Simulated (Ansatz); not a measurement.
## SnO: energy along a strain

SnO, P4/nmm, a = 3.770 Å, c = 4.563 Å. Ansatz: PBEsol+D3(BJ), PAW, 420 eV, Γ-centred 12×12×10 mesh on 4 atoms, Gaussian smearing 0.15 eV; no spin polarisation. Cell vectors (Å): 3.770 0.000 0.000; 0.000 3.770 0.000; 0.000 0.000 4.563. The cell is strained by x per cent times the pattern (0 0 0 1 0 0) in the order xx yy zz yz xz xy (engineering shears), with fractional coordinates held. y is the free energy over the start, V0 = 16.218 Å³/atom. Symmetry makes y even in x. Points with a strain past 8.5 % were computed too (2) and aren't used here.

| x (%) | y (meV/atom) |
| --- | --- |
| -5.00 | 8.05 |
| 0.00 | 0.00 |
| 2.50 | 2.01 |
| 3.75 | 4.52 |
| 6.25 | 12.61 |
| 7.50 | ? |

Question: Fit y = c2 x² + c4 x⁴ to the other rows, get the stiffness along the pattern, and predict the missing energy.

Answer: Least squares on the rows shown. y = 0.32072 x² + 5.3287×10⁻⁵ x⁴. The clamped-ion stiffness p·C·p = 2 × 3.207 eV × 160.2 / 16.218 Å³ = 63 GPa, which is C44 in these axes. At x = 7.50 the fit asked for gives 18.21 meV/atom. The run gave 18.24 meV/atom, so the fit is 0.03 meV/atom too low, a small miss on the scale of the series.

Cost: 8 runs of about 2.1 core-minutes in all, on Intel Xeon 6975P-C (Granite Rapids) (shared hosts).